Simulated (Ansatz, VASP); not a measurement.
# Two plane-wave programs on CdS

```
CELL_PARAMETERS angstrom
4.16389 0.00000 0.00000
-2.08195 3.60604 0.00000
0.00000 0.00000 6.76751
ATOMIC_POSITIONS crystal
Cd 0.66667 0.33333 0.50011
Cd 0.33333 0.66667 0.00011
S 0.66667 0.33333 0.87689
S 0.33333 0.66667 0.37689
```

Alike in both runs: functional r2SCAN; k mesh 8 × 8 × 4; no spin polarisation.

Ansatz relaxed the structure, and its values are those at the end. VASP's run is a single point on that final structure, the one shown.

```csv
,VASP,Ansatz
version,VASP 6.6.1,Ansatz 0.2.0
potentials or method,"VASP PAW PBE potentials, release 64 (Cd, S)",plane-wave PAW DFT
plane-wave cutoff (eV),520,500
occupations,"gaussian, width 0.01 eV",fixed
valence electrons in the cell,36,52
```

```tsv
	VASP	Ansatz	Ansatz less VASP
pressure (GPa)	0.3	0.0	-0.28
```

The two sets of potentials don't hold the same shells in valence.

Caveats: the PAW data sets were made with another functional, which shifts forces and pressure a little (VASP). r2SCAN opens gaps a little over a GGA but as a rule still falls short of measured ones.
